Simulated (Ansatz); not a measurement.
**Re (beta tin type): a single-point run**

Wanted: a converged single-point run for Re (beta tin type), and a check of what comes out. The structure is shown as the input types it.

Program: Ansatz 0.2.0. Level of theory: DFT, PBE, PAW with Ansatz's default frozen-core files, scalar-relativistic. These are calculated values, not measurements.

7 further runs of the same task are left out: 7 that didn't finish.

## (1) The system as given

The structure is tetragonal, space group I4_1/amd (No. 141). Conventional cell: a = 5.037 Å, b = 5.037 Å, c = 2.604 Å, α = 90.00°, β = 90.00°, γ = 90.00°. Re (site symmetry -4m2) has 6 Re at 2.60 Å as nearest neighbours.

Structure file:

```
Re
1.0
    -2.51843    2.51843    1.30209
     2.51843   -2.51843    1.30209
     2.51843    2.51843   -1.30209
Re
2
Direct
  0.62500 0.87500 0.75000
  0.37500 0.12500 0.25000
```

## (2) Running it

File input.yaml:

```yaml
crystal:
  lattice:
    - [-2.5184255564, 2.5184255564, 1.3020871887]
    - [2.5184255564, -2.5184255564, 1.3020871887]
    - [2.5184255564, 2.5184255564, -1.3020871887]
  atoms:
    - { symbol: Re, position: [-0.375, -0.125, -0.25] }
    - { symbol: Re, position: [0.375, 0.125, 0.25] }
kpoints:
  mp_grid: { grid: [18, 18, 18] }
  band_path:
    path:
      - [0.0, 0.0, 0.0]
      - [0.0, 0.0, 0.5]
      - [-0.5, 0.5, 0.5]
      - [0.0, 0.0, 0.0]
      - [0.3168285295, 0.3168285295, -0.3168285295]
      - [-0.3168285295, 0.6831714705, 0.3168285295]
      - [-0.5, 0.5, 0.5]
      - [0.0, 0.0, 0.5]
      - [0.25, 0.25, 0.25]
    npoints: 8
scf:
  occupations: { method: fermi_dirac, width: 0.1 }
  convergence: { dr2_threshold: 1.0e-20 }
  max_iter: 50
hamiltonian:
  xc: pbe
  pseudopotentials: { kind: paw }
output:
  forces: true
  stress: true
  eigenvalues: true
  populations: true
```

The run is started by

```console
ansatz run input.yaml --threads 1 --pin off --max-ram 2048MiB --backend cpu --events-out ev --progress --plain --runs-dir out
```

**Question.** How will this run end, and is anything wrong with its input?

This run ends as converged. Convergence says nothing about whether the input makes sense.

Look at the input: scf.convergence.dr2_threshold is 1.0e-20. What could go wrong: threshold needlessly tight. Once met, so tight a threshold does no harm; it costs cycles.

Run again and compare: delete scf.convergence.dr2_threshold (the default then holds).
